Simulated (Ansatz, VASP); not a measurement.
**Two plane-wave programs on SnTe**

```
Te Sn
1.0
     0.00000    3.65867    3.65867
     3.65867    0.00000    3.65867
     3.65867    3.65867    0.00000
Te Sn
1 1
Direct
  0.25000 0.25000 0.25000
  0.00000 0.00000 0.00000
```

Measurements of this composition are mostly on another form, of space group No. 225.

Alike in both runs: task single point; functional LDA; k mesh 6 × 6 × 6; occupations fermi-dirac, width 0.05 eV; no spin polarisation.

|  | VASP | Ansatz |
| --- | --- | --- |
| version | VASP 6.6.1 | Ansatz 0.2.0 |
| potentials or method | VASP PAW LDA potentials, release 64 (Te, Sn_d) | Ansatz PAW |
| plane-wave cutoff (eV) | 520 | 420 |
| valence electrons in the cell | 20 | 30 |

VASP gave:

```
gap on the k mesh at the Fermi level (eV) : 0.28
least direct gap on the mesh (eV)         : 0.76
pressure (GPa)                            : -2.9
```

Q: What did Ansatz give for the same quantities?

A: gap on the k mesh at the Fermi level (eV): 0.29; least direct gap on the mesh (eV): 0.77; pressure (GPa): -2.9.

The two sets of potentials don't hold the same shells in valence.

Caveats: spin-orbit coupling is left out, which moves the levels of the heavy elements; the PAW data sets come from PBE, with cores solved anew for the run's functional, which leaves a small shift of forces and pressure (Ansatz).
